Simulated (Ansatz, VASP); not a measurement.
# Cross-check of GaSb between VASP and Ansatz

Aim: how closely do two programs agree when they are given the same cell, functional and k mesh? The cell is taken from a series of VASP runs on this material, whose earlier steps may have relaxed, scaled or displaced it; both programs get it as it stands.

Main program and level: Ansatz 0.2.0; plane waves, with VASP 6.6.1 beside it; relaxation of cell and atoms at LDA.

## Step 1: Set-up

It takes space group F-43m (No. 216, cubic). The conventional cell has a = 6.055 Å, b = 6.055 Å, c = 6.055 Å, α = 90.00°, β = 90.00°, γ = 90.00°. Nearest to Sb lie 4 Ga at 2.62 Å. Nearest to Ga lie 4 Sb at 2.62 Å. Farther neighbours are not listed.

Coordinates:

```cif
data_structure
_symmetry_space_group_name_H-M 'F-43m'
_symmetry_Int_Tables_number 216
_cell_length_a 6.0548
_cell_length_b 6.0548
_cell_length_c 6.0548
_cell_angle_alpha 90.000
_cell_angle_beta 90.000
_cell_angle_gamma 90.000
_cell_volume 221.97
loop_
_atom_site_label
_atom_site_type_symbol
_atom_site_symmetry_multiplicity
_atom_site_Wyckoff_symbol
_atom_site_fract_x
_atom_site_fract_y
_atom_site_fract_z
_atom_site_occupancy
Sb1 Sb 4 c 0.25000 0.25000 0.25000 1
Ga1 Ga 4 a 0.00000 0.00000 0.00000 1
```

## Step 2: VASP: relaxation of cell and atoms, LDA

The relaxed volume is the usual yardstick between codes: its relative difference is about their pressure difference at one cell divided by the bulk modulus.

Lines of VASP's logs that name or quote its potential files are left out, and so is its time.

The input, INCAR:

```
SYSTEM = GaSb
PREC = Accurate
ENCUT = 450
EDIFF = 1E-06
NELM = 100
ISMEAR = 0
SIGMA = 0.03
LREAL = .FALSE.
ALGO = Normal
GGA = CA
NBANDS = 15
LORBIT = 11
LWAVE = .FALSE.
LCHARG = .FALSE.
KPAR = 4
IBRION = 2
NSW = 50
ISIF = 3
EDIFFG = -0.01
```

The input, POSCAR:

```
GaSb
1.0
    0.0000000000      3.0273792259      3.0273792259
    3.0273792259      0.0000000000      3.0273792259
    3.0273792259      3.0273792259      0.0000000000
Sb Ga
1 1
Direct
    0.7500000000      0.7500000000      0.7500000000
    0.0000000000      0.0000000000      0.0000000000
```

The input, KPOINTS:

```
Automatic mesh
0
Gamma
6 6 6
0 0 0
```

Potentials, in the order of the species: Sb and Ga_d (LDA family, release 64).

Started as:

```console
$ mpirun -np 4 vasp_std
```

Numbers of over 12 decimals in the logs are rounded to 6 here.

What it wrote:

```text
[banner, memory and clock lines left out]
running    4 mpi-ranks, on    1 nodes
 distrk:  each k-point on    1 cores,    4 groups
 distr:  one band on    1 cores,    1 groups

 POSCAR found type information on POSCAR SbGa
 POSCAR found :  2 types and       2 ions
 LDA part: xc-table for (Slater(with rela. corr.)+CA(PZ))
 , standard interpolation
 POSCAR, INCAR and KPOINTS ok, starting setup
 FFT: planning ... GRIDC
 FFT: planning ... GRID_SOFT
 FFT: planning ... GRID
 WAVECAR not read
 entering main loop
       N       E                     dE             d eps       ncg     rms          rms(c)
DAV:   1     0.779633375800E+02    0.77963E+02   -0.81927E+03   488   0.136E+03
DAV:   2    -0.289318604427E+01   -0.80857E+02   -0.78008E+02   578   0.291E+02
DAV:   3    -0.866793669922E+01   -0.57748E+01   -0.57639E+01   571   0.649E+01
DAV:   4    -0.876996148792E+01   -0.10202E+00   -0.10202E+00   607   0.975E+00
DAV:   5    -0.877247654109E+01   -0.25151E-02   -0.25150E-02   644   0.135E+00    0.344E+00
DAV:   6    -0.867786978703E+01    0.94607E-01   -0.78710E-02   694   0.455E+00    0.201E+00
DAV:   7    -0.863979466337E+01    0.38075E-01   -0.56101E-02   557   0.188E+00    0.302E-01
DAV:   8    -0.863952546170E+01    0.26920E-03   -0.49953E-03   565   0.862E-01    0.104E-01
DAV:   9    -0.863961190500E+01   -0.86443E-04   -0.36316E-04   603   0.172E-01    0.411E-02
DAV:  10    -0.863960410325E+01    0.78017E-05   -0.18646E-05   649   0.370E-02    0.139E-02
DAV:  11    -0.863960668771E+01   -0.25845E-05   -0.45482E-06   565   0.205E-02    0.551E-03
DAV:  12    -0.863960664927E+01    0.38439E-07   -0.21660E-07   380   0.364E-03
   1 F= -.86396066E+01 E0= -.86395957E+01  d E =-.863961E+01
 curvature:   0.00 expect dE= 0.000E+00 dE for cont linesearch  0.000E+00
 trial: gam= 0.00000 g(F)=  0.428E-49 g(S)=  0.553E-04 ort = 0.000E+00 (trialstep = 0.100E+01)
 search vector abs. value=  0.553E-04
 bond charge predicted
       N       E                     dE             d eps       ncg     rms          rms(c)
DAV:   1    -0.864024951292E+01   -0.64283E-03   -0.80434E-03   606   0.148E+00    0.143E-01
DAV:   2    -0.863975035469E+01    0.49916E-03   -0.90647E-04   606   0.567E-01    0.652E-02
DAV:   3    -0.863962774723E+01    0.12261E-03   -0.12715E-04   627   0.182E-01    0.150E-02
DAV:   4    -0.863961444227E+01    0.13305E-04   -0.13735E-05   596   0.479E-02    0.521E-03
DAV:   5    -0.863961314566E+01    0.12966E-05   -0.80140E-07   345   0.112E-02    0.115E-03
DAV:   6    -0.863961312621E+01    0.19449E-07   -0.19410E-07   289   0.757E-03
   2 F= -.86396131E+01 E0= -.86396083E+01  d E =-.647694E-05
 trial-energy change:   -0.000006  1 .order   -0.000018   -0.000055    0.000020
 step:   0.5119(harm=  0.7348)  dis= 0.00000  next Energy=    -8.639619 (dE=-0.126E-04)
 reached required accuracy - stopping structural energy minimisation
```

Parts of OUTCAR (step 2):

```text
ion  position               nearest neighbor table
   1  0.750  0.750  0.750-   2 2.62   2 2.62   2 2.62   2 2.62
   2  0.000  0.000  0.000-   1 2.62   1 2.62   1 2.62   1 2.62

  LATTYP: Found a face centered cubic cell.
 ALAT       =     6.0547584518

 Subroutine GETGRP returns: Found 24 space group operations
 (whereof 24 operations were pure point group operations)

The static configuration has the point symmetry T_d .

 Found     16 irreducible k-points:

   k-points           NKPTS =     16   k-points in BZ     NKDIM =     16   number of bands    NBANDS=     15

   dimension x,y,z NGX =    30 NGY =   30 NGZ =   30
   dimension x,y,z NGXF=    60 NGYF=   60 NGZF=   60

   ENCUT  =  450.0 eV  33.07 Ry    5.75 a.u.   7.41  7.41  7.41*2*pi/ulx,y,z

   NELECT =      18.0000    total number of electrons

 k-points in reciprocal lattice and weights: Automatic mesh
   0.00000000  0.00000000  0.00000000       0.005
   0.16666667  0.00000000  0.00000000       0.037
   0.33333333  0.00000000  0.00000000       0.037
   0.50000000  0.00000000  0.00000000       0.019
   0.16666667  0.16666667  0.00000000       0.028
   0.33333333  0.16666667  0.00000000       0.111
   0.50000000  0.16666667  0.00000000       0.111
  -0.33333333  0.16666667  0.00000000       0.111
  -0.16666667  0.16666667  0.00000000       0.056
[...]
-0.33333333  0.33333333  0.16666667       0.111
  -0.33333333  0.50000000  0.16666667       0.056

 average (electrostatic) potential at core
       1 -88.3279       2 -66.5948

 E-fermi :   5.0943

 k-point     1 :       0.0000    0.0000    0.0000
  band No.  band energies     occupation
    ...
      5     -10.1370      2.00000
      6      -6.7172      2.00000
      7       5.0356      1.99435
      8       5.0356      1.99435
      9       5.0356      1.99435
     10       5.1450      0.01695
     11       7.7692      0.00000
     12       7.7692      0.00000
     13       7.7692      0.00000
     14      10.6699      0.00000
    ...

 k-point     2 :       0.1667    0.0000    0.0000
  band No.  band energies     occupation
    ...
      5     -10.1373      2.00000
      6      -6.4238      2.00000
      7       2.2730      2.00000
      8       4.6094      2.00000
      9       4.6094      2.00000
     10       6.0483      0.00000
     11       8.3312      0.00000
     12       8.3312      0.00000
     13       8.9958      0.00000
     14      11.9622      0.00000
    ...

 k-point     3 :       0.3333    0.0000    0.0000
  band No.  band energies     occupation
    ...
      5     -10.1373      2.00000
      6      -5.6373      2.00000
      7      -0.2927      2.00000
      8       4.0422      2.00000
      9       4.0422      2.00000
     10       5.5943      0.00000
     11       8.7739      0.00000
     12       8.7739      0.00000
     13      11.4365      0.00000
     14      11.9888      0.00000
    ...

  Total        0.0099735      0.0099735      0.0099735      0.0000000     -0.0000000     -0.0000000
  in kB        0.2885341      0.2885341      0.2885341      0.0000000     -0.0000000     -0.0000000
  external PRESSURE =       0.2885341 kB  Pullay stress =       0.0000000 kB

  energy-cutoff  :      450.00
  volume of cell :       55.38
      direct lattice vectors                 reciprocal lattice vectors
    -0.000000000  3.025361201  3.025361201    -0.165269522  0.165269522  0.165269522
     3.025361201  0.000000000  3.025361201     0.165269522 -0.165269522  0.165269522
     3.025361201  3.025361201  0.000000000     0.165269522  0.165269522 -0.165269522

 POSITION                                       TOTAL-FORCE (eV/Angst)
 -----------------------------------------------------------------------------------
      4.53804      4.53804      4.53804         0.000000     -0.000000     -0.000000
      6.05072      6.05072      6.05072        -0.000000      0.000000      0.000000
 -----------------------------------------------------------------------------------
    total drift:                                0.000000      0.000000      0.000000

  FREE ENERGIE OF THE ION-ELECTRON SYSTEM (eV)
  ---------------------------------------------------
  free  energy   TOTEN  =        -8.6396131262 eV

  energy  without entropy=       -8.6396034917  energy(sigma->0) =       -8.63960831

 reached required accuracy - stopping structural energy minimisation

 total charge
# of ion       s       p       d       tot
------------------------------------------
    1        1.131   1.371   0.031   2.533
    2        0.914   0.804   9.967  11.684
--------------------------------------------------
tot          2.044   2.175   9.998  14.217

[... 3 further parts left out ...]
```

CONTCAR:

```
GaSb
   1.00000000000000
    -0.0000000000000000    3.0253612005994466    3.0253612005994466
     3.0253612005994466    0.0000000000000000    3.0253612005994466
     3.0253612005994466    3.0253612005994466    0.0000000000000000
  Sb              Ga
     1     1
Direct
     0.7500000000000000    0.7500000000000000    0.7500000000000000
     1.0000000000000000    1.0000000000000000    1.0000000000000000
```

## Step 3: Ansatz: relaxation of cell and atoms, LDA

Ansatz runs on its default PAW (the set named soft_2) files.

The same cell, functional (in two slightly different forms), mesh and smearing now go to Ansatz, which takes its cutoff from its data sets.

The input, input.yaml:

```yaml
crystal:
  lattice:
    - [0.0, 3.0273792259, 3.0273792259]
    - [3.0273792259, 0.0, 3.0273792259]
    - [3.0273792259, 3.0273792259, 0.0]
  atoms:
    - { symbol: Sb, position: [0.75, 0.75, 0.75] }
    - { symbol: Ga, position: [0.0, 0.0, 0.0] }
hamiltonian:
  xc: lda
  pseudopotentials: { kind: paw }
kpoints:
  mp_grid: { grid: [6, 6, 6] }
scf:
  occupations: { method: gaussian, width: 0.03 }
relax:
  f_tol: 0.01
  max_steps: 60
  cell: { stress_tol: 0.05 }
output:
  forces: true
  stress: true
```

Started as:

```console
$ ansatz run input.yaml --threads 4 --pin off --max-ram 9216MiB --backend cpu --events-out ev --progress --plain --runs-dir out
```

What it wrote:

```text
Engine: ansatz 0.2.0, aarch64-unknown-linux-gnu
Pseudopotentials: kind: paw
Pseudopotential: Sb, paw, valence charge 15, recommended cutoff 420 eV (normal), Sb.paw.azcp
Pseudopotential: Ga, paw, valence charge 13, recommended cutoff 420 eV (normal), Ga.paw.azcp
Functional definition: SPW92
  exchange = slater_x
  correlation = pw_c
Crystal: 2 atoms, lattice volume = 55.492 Å³
Basis set: ecut = 420 eV, 1067 PW (Γ)
Bands: 18, of which v1, the nominal top of the filled ones, is band 14 counted from 1 (13 counted from 0)
Symmetry: 24 space group operations
Space group: F-43m (ITA 216), of the structure as read, at distance tolerance 3.8e-5 Å
k-points: 16 of 216 (time reversal used)
Non-local potential: Sb, projectors of the file, l = 0: 2, l = 1: 2, l = 2: 2, l = 3: 2
Non-local potential: Ga, projectors of the file, l = 0: 2, l = 1: 2, l = 2: 3, l = 3: 1
PAW form: soft (Blöchl's): semilocal exchange-correlation on the pseudo side does not see the compensation charge
PAW frozen core: Sb, regenerated for the run's functional, and the local potential with it (the file was generated under x = pbe(κ = 0.804, μ = 0.219515), c = pbe(β = 0.066725))
PAW frozen core: Ga, regenerated for the run's functional, and the local potential with it (the file was generated under x = pbe(κ = 0.804, μ = 0.219515), c = pbe(β = 0.066725))
PAW one-centre angular grid: Sb, 590 points (default); XC on 64 Gauss nodes
PAW one-centre angular grid: Ga, 590 points (default); XC on 64 Gauss nodes
Initial density: superposition of atomic densities (neutral atoms: chi_scale 0, normalization atom), corrected by the library's trained network
Initial wavefunctions: pseudopotential atomic-orbital guess
Functional: x = slater, c = lda
SCF iter   1: F=—  HF=-10043.022353 eV  |F-HF|=—  |Δ(HF+E_count)|=         —  Δρ=5.40e-3  dr2=6.85e-3  ethr=1.77e-3  ⟨swp⟩=6.1  Hψ=1543  notcnv=0
preconditioner: auto → Kerker (q_TF=auto, 2.434 Å⁻¹)  [metal: Δε(μ)=0.030 eV  Ē_g=14.715 eV  σ=0.030 eV  W_gap=0.49  n_scr=14 (ndim 8)  ℏωp=21.1 eV  f_vac=0.085  D(μ)=0.44/eV (n_scr^D=0)]
SCF iter   2: F=—  HF=-10043.019275 eV  |F-HF|=—  |Δ(HF+E_count)|=   3.08e-3  Δρ=3.05e-3  dr2=2.46e-3  ethr=2.45e-5  ⟨swp⟩=2.2  Hψ=582  notcnv=0
preconditioner: auto → none  [insulator: Δε(μ)=0.031 eV  Ē_g=14.726 eV  σ=0.030 eV  W_gap=0.50  n_scr=14 (ndim 8)  ℏωp=21.1 eV  f_vac=0.082  D(μ)=0.43/eV (n_scr^D=0)  ε∞_Penn≈3.1]
SCF iter   3: F=—  HF=-10043.018956 eV  |F-HF|=—  |Δ(HF+E_count)|=   3.19e-4  Δρ=6.21e-4  dr2=3.02e-4  ethr=8.77e-6  ⟨swp⟩=2.0  Hψ=575  notcnv=0
SCF iter   4: F=—  HF=-10043.018797 eV  |F-HF|=—  |Δ(HF+E_count)|=   1.59e-4  Δρ=1.81e-4  dr2=1.76e-5  ethr=1.08e-6  ⟨swp⟩=2.0  Hψ=513  notcnv=0
SCF iter   5: F=—  HF=-10043.018794 eV  |F-HF|=—  |Δ(HF+E_count)|=   3.62e-6  Δρ=1.30e-4  dr2=5.56e-6  ethr=6.30e-8  ⟨swp⟩=2.0  Hψ=513  notcnv=0
SCF iter   6: F=—  HF=-10043.018791 eV  |F-HF|=—  |Δ(HF+E_count)|=   2.77e-6  Δρ=4.22e-5  dr2=5.89e-7  ethr=1.99e-8  ⟨swp⟩=2.0  Hψ=448  notcnv=0
SCF iter   7: F=-10043.018790 eV  HF=-10043.018790 eV  |F-HF|=2.30e-8  |Δ(HF+E_count)|=   2.81e-7  Δρ=8.45e-6  dr2=1.94e-8  ethr=3.57e-10  ⟨swp⟩=4.9  Hψ=1128  notcnv=0
SCF 1 converged in 7 iterations: F = -10043.018790 eV  dr2 = 1.94e-8
  greatest PAW one-centre occupation: 0.998 electrons in one spin orbital (limit 2), on the Sb atom at site 0 (counted from 0), in its partial waves of l = 2
relax step   1: F+E_penalty+E_count = -10043.01879043 eV  Δ(F+E_penalty+E_count) = +0.000e0 eV  max|allowed force component| = 2.313e-16 eV/Å  Δτ_max = 0.0000 Å  P = -0.173 GPa  Ω = 55.492 Å³  (7 SCF iters, dr2 threshold 1.00e-7 eV, accepted)
[...]
relax step   2: F+E_penalty+E_count = -10043.01894813 eV  Δ(F+E_penalty+E_count) = -1.577e-4 eV  max|allowed force component| = 5.551e-17 eV/Å  Δτ_max = 0.0000 Å  P = +0.015 GPa  Ω = 55.269 Å³  energy of the carried Pulay correction = +4.363e-5 eV  (3 SCF iters, dr2 threshold 7.49e-8 eV, accepted)
[...]
relax step   3: F+E_penalty+E_count = -10043.01891445 eV  Δ(F+E_penalty+E_count) = +3.367e-5 eV  max|allowed force component| = 4.626e-17 eV/Å  Δτ_max = 0.0000 Å  P = +0.015 GPa  Ω = 55.269 Å³  stress off target by 1.53e-2 GPa  SCF on the basis re-selected at this cell (its energy is not comparable with the rows above)  (4 SCF iters)
basis re-selected at this cell: Δ(F+E_penalty+E_count) = +3.367e-5 eV, ΔP = +0.000 GPa vs the last step (what re-selecting the basis moved, of the pressure what is left beyond the Pulay correction that the steps carried, after the strain that the cell walked since its last selection, with what the two solves' SCF thresholds leave and, on support functions, any second-order correction that the steps lacked; it is no m [...]
SCF converged after 4 iterations
Free energy (F): -10043.018914 eV
Harris-Foulkes:  -10043.018914 eV  (|F-HF|=2.00e-11)
Internal energy: -10043.018845 eV  (E = F + TS)
E sigma→0 (E₀):  -10043.018880 eV
Entropy (-TS):   -0.000069 eV (-0.034 meV/atom)
Fermi energy:    7.899207 eV
--- Per-component energies (eV) ---
  E_band       = -259.513485
  E_kinetic    = 325.747268
  E_local      = -3876.242424  (includes V_loc(G=0)·N_el)
  E_nonlocal   = 793.434157
  E_hartree    = 1782.243181
  E_xc         = -206.992603
  E_vxc        = -156.359225  (∫ρ·V_xc dr)
  E_paw        = -6340.136502  (= ΣΔE_a)
  E_vpaw       = -910.579326  (= ΣTr[D̂ρ^β])
  E_aug_tail   = -0.000127  (compensation charges beyond the density's cutoff)
  E_ewald      = -2523.359100
  E_core_change = 2.287303  (= ΣΔE_core)
  E_smearing   = -0.000069  (= −TS)
  E_closure    = 0.000000  (closes the sum)
  Σ components = -10043.018914   (vs F -10043.018914, Δ=0.00e0)
--- Forces (eV/Å), atoms counted from 1 ---
  atom   1  Sb     0.00000000     0.00000000    -0.00000000
  atom   2  Ga     0.00000000     0.00000000     0.00000000
  max |Σ_I F_I| component: 1.11e-16 eV/Å
--- Stress (GPa, compression-positive) ---
        0.015297       0.000000       0.000000
        0.000000       0.015297       0.000000
        0.000000       0.000000       0.015297
  P = ⅓ Tr σ = 0.0153 GPa (0.153 kbar)
--- Relaxed structure (2 steps of the walk, 2 accepted, 1 SCFs on fresh bases) ---
  F+E_penalty+E_count = -10043.01891445 eV   max|allowed force component| = 4.626e-17 eV/Å   (the final SCF, on the basis selected at the relaxed cell)
  cell:  # Å, volume = 55.2686 Å³
    - [0, 3.023311, 3.023311]
    - [3.023311, 0, 3.023311]
    - [3.023311, 3.023311, 0]
  atoms:
    - { symbol: Sb, position: [0.750000, 0.750000, 0.750000] }
    - { symbol: Ga, position: [0, 0, 0] }
```

Elapsed: 1.4 s, on 4 threads of Arm Neoverse V1, shared host; peak memory 0.34 GiB.

## Step 4: Comparison

Known differences besides the potentials themselves: the two LDA forms differ slightly; both relaxations stop at a tolerance, which leaves soft axes loose, and VASP keeps its plane-wave basis; the data sets hold 28 valence electrons in Ansatz (default PAW (the set named soft_2) files) and 18 in VASP; the cutoff is 420 eV in Ansatz and 450 eV in VASP; VASP's log shows a relativistic correction to its local exchange, Ansatz's none; Ansatz adds a Pulay correction to the stress that steers its cell, VASP none. Total energies have different zeros and are not compared.

The two programs side by side:

```tsv
quantity	Ansatz	VASP	difference
volume (Å³)	55.27	55.38	-0.20 %
edge a after relaxation, in the typed setting (Å)	4.276	4.279	-0.07 %
```

The walks stopped with 0.02 GPa left in Ansatz and 0.03 GPa in VASP; each walk ends within a tolerance, so the volume difference is uncertain by about these residues over the bulk modulus, most in soft cells.

## Step 5: Results

```json
{
 "difference in volume (relaxation of cell and atoms, LDA)": "-0.20 %"
}
```

The difference in volume is -0.20 % (relaxation of cell and atoms, LDA), within the 1.2 % picked in this series as the mark of a large difference, as far as the stopping tolerances let one tell. Such differences can come from data sets, numerical settings and the points named under the comparisons, not from the functional's error against experiment.

[Lines on the potential files, build, host, timing and source positions are cut from VASP's logs without a mark.]

[Logs are printed without paths, hosts, clocks, repeated set-up lines and the standing remarks that a program may print on its own settings, such as how far it seeks lower states.]

[Hosts, paths, dates, database ids (printed as entryN), source tags and the programs' standing remarks are cut or masked in the printed files.]
